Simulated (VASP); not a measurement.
Set up this calculation in VASP 6.6.1, as the native input.

```
Task                   : single point
Functional             : PBEsol
Potentials or basis    : VASP PAW PBE potentials, release 64 (Sn_d, Se)
Cutoff                 : 520 eV
k mesh                 : 4 × 4 × 4
Occupations            : fermi-dirac, width 0.02 eV
Spin                   : no spin polarisation
Dipole correction      : no
Further INCAR settings : ALGO = Fast; EDIFF = 1e-07; NBANDS = 20
```

The structure of SnSe2 lies in POSCAR:

```
SnSe2
1.0
    0.0000000000      3.4068553633      3.4068553633
    3.4068553633      0.0000000000      3.4068553633
    3.4068553633      3.4068553633      0.0000000000
Sn Se
1 2
Direct
    0.0000000000      0.0000000000      0.0000000000
    0.2500000000      0.2500000000      0.2500000000
    0.7500000000      0.7500000000      0.7500000000
```

The cell was built by a generator and needn't be a form met in nature.

One way to write it, as run:

INCAR

```
PREC = Accurate
ENCUT = 520
EDIFF = 1E-7
ISMEAR = -1
SIGMA = 0.02
LREAL = False
LASPH = True
NELM = 100
ALGO = Fast
ISIF = 2
LWAVE = False
LCHARG = False
GGA = PS
NBANDS = 20
```

KPOINTS

```
Automatic mesh
0
Gamma
  4 4 4
```

Potentials or basis: VASP PAW PBE potentials, release 64 (Sn_d, Se).

Run with:

```bash
$ cat potpaw_PBE.64/Sn_d/POTCAR potpaw_PBE.64/Se/POTCAR > POTCAR
$ mpirun -np 1 vasp_std > vasp.out
```

Results of the run:

```
Pressure               : -1.1 GPa
Band gap on the k mesh : none (metal or under the smearing width)
```

Caveat: the k mesh is coarse (spacing up to 0.40 Å⁻¹), so the values aren't converged; the PAW data sets were made with another functional, which shifts forces and pressure a little.

Run time: 23 s on 1 thread of Intel(R) Xeon(R) Platinum 8488C (Sapphire Rapids), on a shared host, peak memory 0.19 GiB.
